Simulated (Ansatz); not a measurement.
**Straining TiAl$_{3}$**

These are results of DFT r2SCAN, scalar-relativistic, plane waves, PAW in Ansatz, not measurements. (500 eV cutoff, 14×14×14 k-mesh, Gaussian smearing of 0.10 eV, no spin polarisation)

Reference structure (relaxed):

```yaml
crystal:
  lattice:
    - [3.95567, 0.00000, 0.00000]
    - [0.00000, 3.95567, 0.00000]
    - [0.00000, 0.00000, 3.95567]
  atoms:
    - { symbol: Ti, position: [0.00000, 0.00000, 0.00000] }
    - { symbol: Al, position: [0.50000, 0.50000, 0.00000] }
    - { symbol: Al, position: [0.50000, 0.00000, 0.50000] }
    - { symbol: Al, position: [0.00000, 0.50000, 0.50000] }
```

Deformation: biaxial strain in the a-b plane, with the length and tilt of c and the atoms relaxed, all within the symmetry that the strain leaves. Energies are extrapolated to zero smearing.

| strain (%) | ΔE (meV/atom) | a (Å) | b (Å) | c (Å) |
| --- | --- | --- | --- | --- |
| -6.0 | 91.9 | 3.718 | 3.718 | 4.145 |
| -4.0 | 38.8 | 3.797 | 3.797 | 4.074 |
| -2.0 | 9.2 | 3.877 | 3.877 | 4.013 |
| +0.0 | 0.0 | 3.956 | 3.956 | 3.956 |
| +2.0 | 8.1 | 4.035 | 4.035 | 3.902 |
| +4.0 | 31.5 | 4.114 | 4.114 | 3.851 |
| +6.0 | 67.5 | 4.193 | 4.193 | 3.795 |

**Question.** What stiffness (1/V) d²E/dε² at zero strain does a cubic fit over all points give?

**Answer.** A cubic fit gives (1/V) d²E/dε² = 459 GPa at zero strain (twice the biaxial modulus).

**Question.** How does the free axis c answer a small strain?

**Answer.** Between the innermost points its strain is -0.70 times the applied one.

This form isn't the usual stable structure of the compound.